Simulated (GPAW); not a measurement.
Runs of GPAW 26.7.0 on Sn. It takes space group I4_1/amd (No. 141, tetragonal). Conventional cell: a = 5.880 Å, b = 5.880 Å, c = 3.199 Å, α = 90.00°, β = 90.00°, γ = 90.00°. Sn (site symmetry -4m2) has 6 Sn at 3.05 to 3.20 Å as nearest neighbours. 

```tsv
task	level	potentials or basis	spin	cell	band path	band points	spin axis theta (degrees)	spin axis phi (degrees)	eigensolver	gap on the mesh (eV)	pressure (GPa)	relaxed volume (Å³/atom)
band structure	AM05	PAW data sets generated in the run's folder for this functional, pw	SOC, no magnetisation	as given	GXMGZPNZ1M,XP	80	90	45	-	-	-1.9	-
band structure	revTPSS	GPAW PAW data sets (gpaw-data 1.2.1), pw	SOC, no magnetisation	as given	GXMGZPNZ1M,XP	80	90	45	davidson	-	-2.2	-
relaxation of cell and atoms	BLYP+D4	PAW data sets generated in the run's folder for this functional, pw	off	relaxed	-	-	-	-	davidson	none	0.0	(b)
band structure	r2SCAN	GPAW PAW data sets (gpaw-data 1.2.1), pw	SOC, no magnetisation	as given	GXMGZPNZ1M,XP	80	0	0	-	-	(a)	-
relaxation of cell and atoms	MS2	GPAW PAW data sets (gpaw-data 1.2.1), pw	off	relaxed	-	-	-	-	-	none	0.0	26.47
```

Alike in all rows: k mesh 7 × 7 × 7; cutoff (eV) 600; smearing fermi-dirac 0.05 eV.

Question: Fill in the values left out.

Answer: (a) -0.5; (b) 28.21.

Caveats: spin-orbit coupling was added after a scalar SCF, so levels and gaps hold it while energy, forces, pressure and moments don't (some runs); this program's spin-orbit splittings come out too wide for heavy elements (some runs); the PAW data sets were made with another functional, which shifts forces and pressure a little (some runs); later steps reuse the first step's grids (some runs); pairwise dispersion overbinds metals, which lowers pressure and volume (some runs).

A k mesh can miss the band edges, and rows without SOC leave out spin-orbit coupling on Sn.

A gap of «none» marks a metal or a gap under the smearing width.
